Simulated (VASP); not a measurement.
TaS2:

```
Ta S
1.0
     3.35000    0.00000    0.00000
    -1.67500    2.90119    0.00000
     0.00000    0.00000    5.86000
Ta S
1 2
Cartesian
  0.0000 0.0000 0.0000
  1.6750 0.9671 4.3950
  0.0000 1.9341 1.4650
```

| Property | Result |
| --- | --- |
| Program | VASP 6.6.1 |
| Task | relaxation of cell and atoms |
| Functional | vdW-DF |
| Potentials or basis | VASP PAW PBE potentials, release 64 (Ta_pv, S) |
| Cutoff | 600 eV |
| k mesh | 9 × 9 × 5 |
| Occupations | fermi-dirac, width 0.05 eV |
| Spin | no spin polarisation |

At the start: pressure 14.1 GPa; volume 18.98 Å³/atom.

How do energy, volume and symmetry change on relaxing?

Over 12 steps the energy falls by 84.5 meV/atom and the volume is 21.45 Å³/atom (+13.0 %); space group P-3m1 (No. 164, to 0.05 Å).

Step by step:
| step | energy change (eV) | largest force (eV/Å) | pressure (GPa) | volume (Å³) |
| --- | --- | --- | --- | --- |
| 1 | 0.0000 | 1.6185 | 14.08 | 56.95 |
| 2 | 0.4498 | 2.3891 | -14.77 | 71.84 |
| 3 | -0.2372 | 0.2516 | -0.42 | 61.90 |
| 4 | -0.2380 | 0.1750 | 0.15 | 61.65 |
| 5 | -0.2380 | 0.1452 | 0.37 | 61.56 |
| 6 | -0.2408 | 0.1261 | 0.30 | 61.83 |
| 7 | -0.2472 | 0.0690 | 0.13 | 62.65 |
| 8 | -0.2519 | 0.0431 | -0.10 | 64.31 |
| 9 | -0.2529 | 0.0461 | 0.01 | 64.41 |
| 10 | -0.2534 | 0.0124 | -0.03 | 64.38 |
| 11 | -0.2533 | 0.0250 | 0.22 | 64.29 |
| 12 | -0.2534 | 0.0038 | 0.03 | 64.36 |

Final structure:
```
Ta S
1.0
     3.43514    0.00000    0.00000
    -1.71757    2.97492    0.00000
     0.00000    0.00000    6.29781
Ta S
1 2
Cartesian
  0.0000 0.0000 0.0000
  1.7176 0.9916 4.7625
  0.0000 1.9833 1.5354
```

Caveat: the PAW data sets were made with another functional, which shifts forces and pressure a little; the volume moved by +13 % from the deposited cell, more than functionals usually miss.
